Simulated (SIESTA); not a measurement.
Here is a SIESTA 5.4.2 calculation.

AlN.fdf

```
SystemName                      AlN
SystemLabel                     AlN
NumberOfSpecies                 2
NumberOfAtoms                   4
%block ChemicalSpeciesLabel
  1  13 Al
  2   7 N
%endblock ChemicalSpeciesLabel

LatticeConstant                 1.0 Ang
%block LatticeVectors
     3.1130000000     0.0000000000     0.0000000000
    -1.5565000000     2.6959370820     0.0000000000
     0.0000000000     0.0000000000     4.9810000000
%endblock LatticeVectors
AtomicCoordinatesFormat         Fractional
%block AtomicCoordinatesAndAtomicSpecies
     0.6666666667     0.3333333333     0.5000000000  1  Al
     0.3333333333     0.6666666667     0.0000000000  1  Al
     0.6666666667     0.3333333333     0.8800000000  2  N
     0.3333333333     0.6666666667     0.3800000000  2  N
%endblock AtomicCoordinatesAndAtomicSpecies

%block kgrid.MonkhorstPack
   10   0   0  0.0
    0  10   0  0.0
    0   0   6  0.0
%endblock kgrid.MonkhorstPack
XC.Functional                   GGA
XC.Authors                      PBE
PAO.BasisSize                   DZP
PAO.EnergyShift                 0.003 Ry
Mesh.Cutoff                     800 Ry
OccupationFunction              FD
ElectronicTemperature           0.05 eV
MaxSCFIterations                120
SCF.MustConverge                false
SCF.Mixer.Method                Pulay
SCF.Mixer.Weight                0.25
SCF.Mixer.History               8
SCF.DM.Tolerance                5.0e-05
SCF.H.Tolerance                 1.0e-03 eV
WriteForces                     true
Charge.Mulliken                 end
BandLinesScale                  ReciprocalLatticeVectors
%block BandLines
    1    0.000000   0.000000   0.000000  \Gamma
   11    0.500000   0.000000   0.000000  M
    7    0.333333   0.333333   0.000000  K
   13    0.000000   0.000000   0.000000  \Gamma
    6    0.000000   0.000000   0.500000  A
   11    0.500000   0.000000   0.500000  L
    7    0.333333   0.333333   0.500000  H
   13    0.000000   0.000000   0.500000  A
    1    0.500000   0.000000   0.500000  L
    6    0.500000   0.000000   0.000000  M
    1    0.333333   0.333333   0.000000  K
    6    0.333333   0.333333   0.500000  H
%endblock BandLines
```

Potentials or basis: PseudoDojo 0.4 standard (PBE files), DZP (energy shift 0.003 Ry).

Launch:

```bash
$ siesta AlN.fdf > AlN.out 2>&1
```

Q: Predict the band gap along the path.

A: 4.34 eV, direct.

Q: What does it give for the pressure?

A: 5.1 GPa.

Q: Predict the largest force.

A: 0.134 eV/Å.

Stress tensor (GPa, compression positive):
```
4.49 0.00 0.00
0.00 4.49 0.00
0.00 0.00 6.39
```

Caveat: the basis of atomic orbitals isn't converged, which shifts pressures, moduli and gaps.

**Measured values to compare with.**

“Structural and optical properties of self-assembled AlN nanowires grown on SiO2/Si substrates by molecular beam epitaxy”, 2024, arxiv:2402.00216 quotes, for a bulk crystal of AlN at 0 K: band gap 6.0343 eV (an exciton energy, a little under the gap).

Against the measured gap of AlN, 6.0343 eV (an exciton energy, a little under the gap; 0 K; quoted in “Structural and optical properties of self-assembled AlN nanowires grown on SiO2/Si substrates by molecular beam epitaxy”, 2024, arxiv:2402.00216), the calculated 4.34 eV is off by -1.69 eV. 2 values of this kind are on record (6.034 to 6.0343 eV); this one was drawn at random. The value is that of PBE in an atomic basis (PseudoDojo 0.4 standard (PBE files), DZP (energy shift 0.003 Ry)), whose error adds to the functional's,, without temperature or zero-point motion. Semilocal functionals fall short of measured gaps as a rule.
